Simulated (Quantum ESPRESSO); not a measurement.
# Si (Fd-3m) in Quantum ESPRESSO: settings compared

One crystal, Si, is run at these levels: PBEsol, LDA; tasks: band structure.

All numbers are computed with Quantum ESPRESSO 7.5; they aren't measurements. Logs are shortened: lines on timing, memory, paths and dates and some standing lists are left out, and cuts for length are marked.

### 1 Starting point

It takes space group Fd-3m (No. 227, cubic). The conventional cell has a = 5.444 Å, b = 5.444 Å, c = 5.444 Å, α = 90.00°, β = 90.00°, γ = 90.00°. Si (site symmetry -43m) has 4 Si at 2.36 Å as nearest neighbours.

### 2 Band structure, PBEsol

File pw.in:

```
&CONTROL
  calculation = 'scf'
  prefix = 'pwscf'
  outdir = './tmp'
  pseudo_dir = './pseudo'
  tprnfor = .true.
  tstress = .true.
  disk_io = 'low'
/
&SYSTEM
  ibrav = 0
  A = 3.84927886
  nat = 2
  ntyp = 1
  ecutwfc = 45
  ecutrho = 360
  nbnd = 9
  occupations = 'smearing'
  smearing = 'fd'
  degauss = 0.00367493
/
&ELECTRONS
  conv_thr = 4d-10
  electron_maxstep = 120
  mixing_beta = 0.5
/
ATOMIC_SPECIES
Si    28.0850 si_pbesol_v1.uspp.F.UPF
CELL_PARAMETERS alat
   0.0000000000    0.7071067817    0.7071067817
   0.7071067817    0.0000000000    0.7071067817
   0.7071067817    0.7071067817    0.0000000000
ATOMIC_POSITIONS alat
Si     0.7071067817    0.7071067817    0.7071067817
Si     1.0606601725    1.0606601725    1.0606601725
K_POINTS automatic
8 8 8 0 0 0
```

File bands.in:

```
&CONTROL
  calculation = 'bands'
  prefix = 'pwscf'
  outdir = './tmp'
  pseudo_dir = './pseudo'
  disk_io = 'low'
  verbosity = 'high'
/
&SYSTEM
  ibrav = 0
  A = 3.84927886
  nat = 2
  ntyp = 1
  ecutwfc = 45
  ecutrho = 360
  nbnd = 9
  occupations = 'smearing'
  smearing = 'fd'
  degauss = 0.00367493
/
&ELECTRONS
  conv_thr = 1d-08
  electron_maxstep = 120
  mixing_beta = 0.5
  diago_full_acc = .true.
/
ATOMIC_SPECIES
Si    28.0850 si_pbesol_v1.uspp.F.UPF
CELL_PARAMETERS alat
   0.0000000000    0.7071067817    0.7071067817
   0.7071067817    0.0000000000    0.7071067817
   0.7071067817    0.7071067817    0.0000000000
ATOMIC_POSITIONS alat
Si     0.7071067817    0.7071067817    0.7071067817
Si     1.0606601725    1.0606601725    1.0606601725
K_POINTS crystal
60
 0.0000000000  0.0000000000  0.0000000000 1
 0.0625000000  0.0000000000  0.0625000000 1
 0.1250000000  0.0000000000  0.1250000000 1
 0.1875000000  0.0000000000  0.1875000000 1
 0.2500000000  0.0000000000  0.2500000000 1
 0.3125000000  0.0000000000  0.3125000000 1
 0.3750000000  0.0000000000  0.3750000000 1
 0.4375000000  0.0000000000  0.4375000000 1
 0.5000000000  0.0000000000  0.5000000000 1
 0.5000000000  0.0625000000  0.5625000000 1
 0.5000000000  0.1250000000  0.6250000000 1
 0.5000000000  0.1875000000  0.6875000000 1
 0.5000000000  0.2500000000  0.7500000000 1
 0.4375000000  0.3125000000  0.7500000000 1
 0.3750000000  0.3750000000  0.7500000000 1
 0.3375000000  0.3375000000  0.6750000000 1
 0.3000000000  0.3000000000  0.6000000000 1
 0.2625000000  0.2625000000  0.5250000000 1
 0.2250000000  0.2250000000  0.4500000000 1
 0.1875000000  0.1875000000  0.3750000000 1
 0.1500000000  0.1500000000  0.3000000000 1
 0.1125000000  0.1125000000  0.2250000000 1
 0.0750000000  0.0750000000  0.1500000000 1
 0.0375000000  0.0375000000  0.0750000000 1
 0.0000000000  0.0000000000  0.0000000000 1
 0.0625000000  0.0625000000  0.0625000000 1
 0.1250000000  0.1250000000  0.1250000000 1
 0.1875000000  0.1875000000  0.1875000000 1
 0.2500000000  0.2500000000  0.2500000000 1
 0.3125000000  0.3125000000  0.3125000000 1
 0.3750000000  0.3750000000  0.3750000000 1
 0.4375000000  0.4375000000  0.4375000000 1
 0.5000000000  0.5000000000  0.5000000000 1
 0.5250000000  0.4500000000  0.5250000000 1
 0.5500000000  0.4000000000  0.5500000000 1
 0.5750000000  0.3500000000  0.5750000000 1
 0.6000000000  0.3000000000  0.6000000000 1
 0.6250000000  0.2500000000  0.6250000000 1
 0.5833333333  0.2500000000  0.6666666667 1
 0.5416666667  0.2500000000  0.7083333333 1
 0.5000000000  0.2500000000  0.7500000000 1
 0.5000000000  0.2857142857  0.7142857143 1
 0.5000000000  0.3214285714  0.6785714286 1
 0.5000000000  0.3571428571  0.6428571429 1
 0.5000000000  0.3928571429  0.6071428571 1
 0.5000000000  0.4285714286  0.5714285714 1
 0.5000000000  0.4642857143  0.5357142857 1
 0.5000000000  0.5000000000  0.5000000000 1
 0.4821428571  0.4821428571  0.5357142857 1
 0.4642857143  0.4642857143  0.5714285714 1
 0.4464285714  0.4464285714  0.6071428571 1
 0.4285714286  0.4285714286  0.6428571429 1
 0.4107142857  0.4107142857  0.6785714286 1
 0.3928571429  0.3928571429  0.7142857143 1
 0.3750000000  0.3750000000  0.7500000000 1
 0.6250000000  0.2500000000  0.6250000000 1
 0.5937500000  0.1875000000  0.5937500000 1
 0.5625000000  0.1250000000  0.5625000000 1
 0.5312500000  0.0625000000  0.5312500000 1
 0.5000000000  0.0000000000  0.5000000000 1
```

Potentials or basis: GBRV 1.5 PBEsol.

Run with:

```
> OMP_NUM_THREADS=1 pw.x -in pw.in > pw.out
> OMP_NUM_THREADS=1 pw.x -in bands.in > bands.out
```

pw.out:

```text
This program is part of the open-source Quantum ESPRESSO suite
     for quantum simulation of materials; please cite
[... 9 lines left out ...]
     --------------------
     sticks:   dense  smooth     PW     G-vecs:    dense   smooth      PW
     Sum        1303     649    199                31283    11017    1917

     Using Slab Decomposition

     bravais-lattice index     =            0
     lattice parameter (alat)  =       7.2741  a.u.
     unit-cell volume          =     272.1571 (a.u.)^3
     number of atoms/cell      =            2
     number of atomic types    =            1
     number of electrons       =         8.00
     number of Kohn-Sham states=            9
     kinetic-energy cutoff     =      45.0000  Ry
     charge density cutoff     =     360.0000  Ry
     scf convergence threshold =      4.0E-10
     mixing beta               =       0.5000
     number of iterations used =            8  plain     mixing
     Exchange-correlation= SLA  PW   PSX  PSC
                           (   1   4  10   8   0   0   0)

     celldm(1)=   7.274083  celldm(2)=   0.000000  celldm(3)=   0.000000
     celldm(4)=   0.000000  celldm(5)=   0.000000  celldm(6)=   0.000000

     crystal axes: (cart. coord. in units of alat)
               a(1) = (   0.000000   0.707107   0.707107 )
               a(2) = (   0.707107   0.000000   0.707107 )
               a(3) = (   0.707107   0.707107   0.000000 )

     reciprocal axes: (cart. coord. in units 2 pi/alat)
               b(1) = ( -0.707107  0.707107  0.707107 )
               b(2) = (  0.707107 -0.707107  0.707107 )
               b(3) = (  0.707107  0.707107 -0.707107 )

     PseudoPot. # 1 for Si read from file:
     si_pbesol_v1.uspp.F.UPF
     Pseudo is Ultrasoft + core correction, Zval =  4.0
     Generated by new atomic code, or converted to UPF format
     Using radial grid of  899 points,  6 beta functions with:
                l(1) =   0
                l(2) =   0
                l(3) =   1
                l(4) =   1
                l(5) =   2
                l(6) =   2
     Q(r) pseudized with  8 coefficients,  rinner =    0.900   0.900   0.900
                                                       0.900   0.900

     atomic species   valence    mass     pseudopotential
     Si                4.00    28.08500     Si( 1.00)

     48 Sym. Ops., with inversion, found (24 have fractional translation)

   Cartesian axes

     site n.     atom                  positions (alat units)
         1        Si     tau(   1) = (   0.7071068   0.7071068   0.7071068  )
         2        Si     tau(   2) = (   1.0606602   1.0606602   1.0606602  )

     number of k points=    29  Fermi-Dirac smearing, width (Ry)=  0.0037
                       cart. coord. in units 2pi/alat
        k(    1) = (   0.0000000   0.0000000   0.0000000), wk =   0.0039062
        k(    2) = (   0.0883883   0.0883883  -0.0883883), wk =   0.0312500
        k(    3) = (   0.1767767   0.1767767  -0.1767767), wk =   0.0312500
        k(    4) = (   0.2651650   0.2651650  -0.2651650), wk =   0.0312500
        k(    5) = (  -0.3535534  -0.3535534   0.3535534), wk =   0.0156250
        k(    6) = (   0.1767767   0.0000000   0.0000000), wk =   0.0234375
[... 21 lines left out ...]
        k(   28) = (  -0.7071068   0.1767767   0.0000000), wk =   0.0468750
        k(   29) = (  -0.7071068   0.3535534   0.0000000), wk =   0.0234375

     Dense  grid:    31283 G-vectors     FFT dimensions: (  48,  48,  48)

     Smooth grid:    11017 G-vectors     FFT dimensions: (  32,  32,  32)

     Initial potential from superposition of free atoms

     starting charge       7.9987, renormalised to       8.0000
     Starting wfcs are    8 randomized atomic wfcs +    1 random wfcs

     Self-consistent Calculation

     iteration #  1     ecut=    45.00 Ry     beta= 0.50
     Davidson diagonalization with overlap
     ethr =  1.00E-02,  avg # of iterations =  5.3

     Threshold (ethr) on eigenvalues was too large:
     Diagonalizing with lowered threshold

     Davidson diagonalization with overlap
     ethr =  6.60E-04,  avg # of iterations =  1.1

     total energy              =     -19.11977546 Ry
     estimated scf accuracy    <       0.05444142 Ry

     iteration #  2     ecut=    45.00 Ry     beta= 0.50
     Davidson diagonalization with overlap
     ethr =  6.81E-04,  avg # of iterations =  1.0

     total energy              =     -19.11912787 Ry
     estimated scf accuracy    <       0.00855362 Ry

     iteration #  3     ecut=    45.00 Ry     beta= 0.50
     Davidson diagonalization with overlap
     ethr =  1.07E-04,  avg # of iterations =  1.9

     total energy              =     -19.11959577 Ry
     estimated scf accuracy    <       0.00014852 Ry

     iteration #  4     ecut=    45.00 Ry     beta= 0.50
     Davidson diagonalization with overlap
     ethr =  1.86E-06,  avg # of iterations =  5.5

     total energy              =     -19.11966380 Ry
     estimated scf accuracy    <       0.00000085 Ry

     iteration #  5     ecut=    45.00 Ry     beta= 0.50
     Davidson diagonalization with overlap
     ethr =  1.06E-08,  avg # of iterations =  4.0

     total energy              =     -19.11966647 Ry
     estimated scf accuracy    <       0.00000006 Ry

     iteration #  6     ecut=    45.00 Ry     beta= 0.50
     Davidson diagonalization with overlap
     ethr =  7.35E-10,  avg # of iterations =  1.8

     End of self-consistent calculation

          k = 0.0000 0.0000 0.0000 (  1411 PWs)   bands (ev):

    -5.8646   6.0742   6.0742   6.0742   8.5916   8.5916   8.5916   9.3009
    13.7577

          k = 0.0884 0.0884-0.0884 (  1399 PWs)   bands (ev):

    -5.6611   4.4632   5.7837   5.7837   8.4985   9.0164   9.0164  10.6690
    13.2693

          k = 0.1768 0.1768-0.1768 (  1378 PWs)   bands (ev):

    -5.0670   2.1352   5.3131   5.3131   8.0095   9.5306   9.5306  12.8548
    13.2134

          k = 0.2652 0.2652-0.2652 (  1392 PWs)   bands (ev):

    -4.1744   0.1177   4.9873   4.9873   7.6420   9.4708   9.4708  13.7516
    14.5926

          k =-0.3536-0.3536 0.3536 (  1380 PWs)   bands (ev):

    -3.5349  -0.9056   4.8760   4.8760   7.5134   9.3581   9.3581  13.5855
    17.2271

          k = 0.1768 0.0000 0.0000 (  1399 PWs)   bands (ev):

    -5.5925   4.7285   5.2629   5.2629   8.0202   9.7329   9.7329  10.3519
    12.5095

          k = 0.2652 0.0884-0.0884 (  1382 PWs)   bands (ev):

    -5.1251   2.8398   4.7513   4.8211   8.1515   9.7098  10.4930  10.7372
    13.4736

          k = 0.3536 0.1768-0.1768 (  1397 PWs)   bands (ev):

    -4.3117   0.7816   4.2267   4.4845   8.2402   9.6450  10.4849  11.4489
    15.2590

          k =-0.2652-0.4419 0.4419 (  1393 PWs)   bands (ev):

    -3.4495  -0.6819   3.7807   4.5105   8.1832   9.5130  10.1187  13.3330
    14.9016

          k =-0.1768-0.3536 0.3536 (  1395 PWs)   bands (ev):

    -3.6947  -0.3107   3.5984   4.8082   8.3500   9.6205   9.8864  13.8466
    14.1053

          k =-0.0884-0.2652 0.2652 (  1382 PWs)   bands (ev):

    -4.6175   1.4403   3.7483   5.3007   8.7119   9.6983   9.8597  12.2558
    12.4872

          k = 0.0000-0.1768 0.1768 (  1376 PWs)   bands (ev):

    -5.3258   3.3800   4.4317   5.7824   9.0450   9.1495   9.3658  11.5157
    12.3599

          k = 0.3536 0.0000 0.0000 (  1387 PWs)   bands (ev):

    -4.7858   2.5511   4.1797   4.1797   7.1202   9.1079  11.7749  11.7749
    14.0113

          k = 0.4419 0.0884-0.0884 (  1387 PWs)   bands (ev):

    -4.0776   1.1324   3.3893   3.8622   7.3399   8.8738  11.9953  12.2822
    16.1236

          k =-0.1768-0.5303 0.5303 (  1383 PWs)   bands (ev):

    -3.1523  -0.3079   2.5202   3.8662   7.5026  10.4330  11.7315  11.9319
    16.1417

          k =-0.0884-0.4419 0.4419 (  1388 PWs)   bands (ev):

    -2.9470  -0.5671   2.0596   4.1855   7.8280  11.4447  11.4928  12.9375
    13.9702

          k = 0.0000-0.3536 0.3536 (  1388 PWs)   bands (ev):

    -3.8255   0.5933   2.2987   4.7452   8.4401  10.8059  11.1207  12.1005
    12.4606

          k = 0.5303 0.0000 0.0000 (  1379 PWs)   bands (ev):

    -3.4771   0.3322   3.4641   3.4641   6.5964   7.5132  14.0382  14.0382
    16.6409

          k =-0.0884-0.6187 0.6187 (  1378 PWs)   bands (ev):

    -2.5818  -0.7485   2.6223   3.3883   6.8729   7.9523  14.2629  14.3302
    16.7167

          k = 0.0000-0.5303 0.5303 (  1392 PWs)   bands (ev):

    -2.1409  -1.1453   1.7477   3.6462   7.1824  10.1155  13.4671  13.9909
    14.1854

          k =-0.7071 0.0000 0.0000 (  1362 PWs)   bands (ev):

    -1.7324  -1.7324   3.2188   3.2188   6.6859   6.6859  16.0673  16.0673
    16.9872

          k = 0.3536 0.1768 0.0000 (  1385 PWs)   bands (ev):

    -4.5388   1.7804   3.3439   4.6410   8.4497   9.8913  10.1878  11.5131
    13.7820

          k =-0.2652-0.4419 0.6187 (  1388 PWs)   bands (ev):

    -3.6518   0.2306   2.7347   4.1368   8.8722   9.5506  11.0032  11.9421
    15.0049

          k =-0.1768-0.3536 0.5303 (  1382 PWs)   bands (ev):

    -2.9984  -0.7156   2.6062   3.9064   9.0620   9.1237  11.9157  13.0980
    13.3693

          k =-0.1768-0.5303 0.7071 (  1387 PWs)   bands (ev):

    -3.2783   0.1147   2.6948   3.3027   7.9403   8.6270  11.7502  13.9869
    16.1633

          k =-0.0884-0.4419 0.6187 (  1390 PWs)   bands (ev):

    -2.4037  -0.8509   1.9909   3.0999   8.3767  10.2672  11.2699  13.4188
    14.3960

          k = 0.0000-0.3536 0.5303 (  1389 PWs)   bands (ev):

    -2.7535  -0.4891   1.8226   3.4774   8.8583  10.5393  11.1986  13.0111
    13.8619

          k =-0.7071 0.1768 0.0000 (  1390 PWs)   bands (ev):

    -1.6534  -1.6534   2.6415   2.6415   7.9571   7.9571  13.8286  13.8286
    16.5585

          k =-0.7071 0.3536 0.0000 (  1384 PWs)   bands (ev):

    -1.5661  -1.5661   2.1992   2.1992  10.2550  10.2550  10.9949  10.9949
    16.5611

     the Fermi energy is     6.3143 ev

!    total energy              =     -19.11966648 Ry
     estimated scf accuracy    <          3.2E-10 Ry
     smearing contrib. (-TS)   =      -0.00000466 Ry
     internal energy E=F+TS    =     -19.11966182 Ry

     The total energy is F=E-TS. E is the sum of the following terms:
     one-electron contribution =       5.05432689 Ry
     hartree contribution      =       1.10155284 Ry
     xc contribution           =      -8.51888253 Ry
     ewald contribution        =     -16.75665902 Ry

     convergence has been achieved in   6 iterations

     Forces acting on atoms (cartesian axes, Ry/au):

     atom    1 type  1   force =    -0.00000000   -0.00000000   -0.00000000
     atom    2 type  1   force =     0.00000000    0.00000000    0.00000000

     Total force =     0.000000     Total SCF correction =     0.000000

     Computing stress (Cartesian axis) and pressure

          total   stress  (Ry/bohr**3)                   (kbar)     P=       -5.80
  -0.00003943   0.00000000   0.00000000           -5.80        0.00        0.00
   0.00000000  -0.00003943   0.00000000            0.00       -5.80        0.00
   0.00000000   0.00000000  -0.00003943            0.00        0.00       -5.80

=------------------------------------------------------------------------------=
   JOB DONE.
=------------------------------------------------------------------------------=
```

Run time: 17 s. Hardware: 1 thread of Intel Xeon at 2.70GHz, shared host; peak memory 0.15 GiB.

What came out:

```yaml
Free_energy: -260.1363 eV
Pressure: -0.6 GPa
Band_gap_on_the_k_mesh: 0.52 eV, indirect (least direct gap 2.52 eV)
Band_gap_along_the_path: 0.48 eV, indirect (least direct gap 2.52 eV)
```

Levels at the corners of the path, in eV from the valence-band top:
```tsv
point	band 1	band 2	band 3	band 4	band 5	band 6	band 7	band 8
Γ	-11.94	0.00	0.00	0.00	2.52	2.52	2.52	3.23
X	-7.81	-7.81	-2.86	-2.86	0.61	0.61	9.99	9.99
W	-7.64	-7.64	-3.88	-3.88	4.18	4.18	4.92	4.92
K	-8.22	-7.22	-4.33	-2.43	1.11	4.04	7.39	7.92
Γ	-11.94	0.00	0.00	0.00	2.52	2.52	2.52	3.23
L	-9.61	-6.98	-1.20	-1.20	1.44	3.28	3.28	7.51
U	-8.22	-7.22	-4.33	-2.43	1.11	4.04	7.39	7.92
W	-7.64	-7.64	-3.88	-3.88	4.18	4.18	4.92	4.92
L	-9.61	-6.98	-1.20	-1.20	1.44	3.28	3.28	7.51
K	-8.22	-7.22	-4.33	-2.43	1.11	4.04	7.39	7.92
U	-8.22	-7.22	-4.33	-2.43	1.11	4.04	7.39	7.92
X	-7.81	-7.81	-2.86	-2.86	0.61	0.61	9.99	9.99
```

### 3 Band structure, LDA

File pw.in:

```
&CONTROL
  calculation = 'scf'
  prefix = 'pwscf'
  outdir = './tmp'
  pseudo_dir = './pseudo'
  tprnfor = .true.
  tstress = .true.
  disk_io = 'low'
/
&SYSTEM
  ibrav = 0
  nat = 2
  ntyp = 1
  ecutwfc = 36
  ecutrho = 216
  nbnd = 9
  occupations = 'smearing'
  smearing = 'fd'
  degauss = 0.00367493
/
&ELECTRONS
  conv_thr = 4d-10
  electron_maxstep = 120
  mixing_beta = 0.5
/
ATOMIC_SPECIES
Si    28.0850 Si.LDA_PW-JTH.UPF
CELL_PARAMETERS bohr
   0.0000000000    5.1435532945    5.1435532945
   5.1435532945    0.0000000000    5.1435532945
   5.1435532945    5.1435532945    0.0000000000
ATOMIC_POSITIONS bohr
Si     5.1435532945    5.1435532945    5.1435532945
Si     7.7153299417    7.7153299417    7.7153299417
K_POINTS automatic
8 8 8 0 0 0
```

File pp_density.in:

```
&INPUTPP
  prefix = 'pwscf'
  outdir = './tmp'
  filplot = 'density.dat'
  plot_num = 0
/
&PLOT
  nfile = 1
  filepp(1) = 'density.dat'
  iflag = 3
  output_format = 6
  fileout = 'density.cube'
/
```

File pp_potential.in:

```
&INPUTPP
  prefix = 'pwscf'
  outdir = './tmp'
  filplot = 'potential.dat'
  plot_num = 11
/
&PLOT
  nfile = 1
  filepp(1) = 'potential.dat'
  iflag = 3
  output_format = 6
  fileout = 'potential.cube'
/
```

bands.in: that of step 2 with these lines changed.

```diff
@@ -10,7 +10,6 @@
   ibrav = 0
-  A = 3.84927886
   nat = 2
   ntyp = 1
-  ecutwfc = 45
-  ecutrho = 360
+  ecutwfc = 36
+  ecutrho = 216
   nbnd = 9
@@ -27,10 +26,10 @@
 ATOMIC_SPECIES
-Si    28.0850 si_pbesol_v1.uspp.F.UPF
-CELL_PARAMETERS alat
-   0.0000000000    0.7071067817    0.7071067817
-   0.7071067817    0.0000000000    0.7071067817
-   0.7071067817    0.7071067817    0.0000000000
-ATOMIC_POSITIONS alat
-Si     0.7071067817    0.7071067817    0.7071067817
-Si     1.0606601725    1.0606601725    1.0606601725
+Si    28.0850 Si.LDA_PW-JTH.UPF
+CELL_PARAMETERS bohr
+   0.0000000000    5.1435532945    5.1435532945
+   5.1435532945    0.0000000000    5.1435532945
+   5.1435532945    5.1435532945    0.0000000000
+ATOMIC_POSITIONS bohr
+Si     5.1435532945    5.1435532945    5.1435532945
+Si     7.7153299417    7.7153299417    7.7153299417
 K_POINTS crystal
```

Potentials or basis: JTH 2.0 LDA.

Run with:

```
> OMP_NUM_THREADS=1 pw.x -in pw.in > pw.out
> OMP_NUM_THREADS=1 pp.x -in pp_density.in > pp_density.out
> OMP_NUM_THREADS=1 pp.x -in pp_potential.in > pp_potential.out
> OMP_NUM_THREADS=1 pw.x -in bands.in > bands.out
```

Wall time 20 s (1 thread of Intel Xeon at 2.70GHz, shared host); peak memory 0.09 GiB.

Results (log left out):

| Item | Value |
| --- | --- |
| Free energy | -1214.8974 eV |
| Pressure | -2.2 GPa |
| Band gap on the k mesh | 0.53 eV, indirect (least direct gap 2.53 eV) |
| Band gap along the path | 0.49 eV, indirect (least direct gap 2.53 eV) |

Levels at the corners of the path, in eV from the valence-band top:
```csv
point,band 2,band 3,band 4,band 5,band 6,band 7
Γ,0.00,0.00,0.00,2.53,2.53,2.53
X,-7.81,-2.85,-2.85,0.63,0.63,9.93
W,-7.65,-3.86,-3.86,4.22,4.22,4.91
K,-7.23,-4.31,-2.42,1.12,4.06,7.40
Γ,0.00,0.00,0.00,2.53,2.53,2.53
L,-6.97,-1.20,-1.20,1.39,3.32,3.32
U,-7.23,-4.31,-2.42,1.12,4.06,7.40
W,-7.65,-3.86,-3.86,4.22,4.22,4.91
L,-6.97,-1.20,-1.20,1.39,3.32,3.32
K,-7.23,-4.31,-2.42,1.12,4.06,7.40
U,-7.23,-4.31,-2.42,1.12,4.06,7.40
X,-7.81,-2.85,-2.85,0.63,0.63,9.93
```

Caveat: the cutoff is low for these files, which shifts pressure and relaxed volume. Expect the measured gap to be larger: semilocal functionals such as LDA lack the derivative discontinuity.
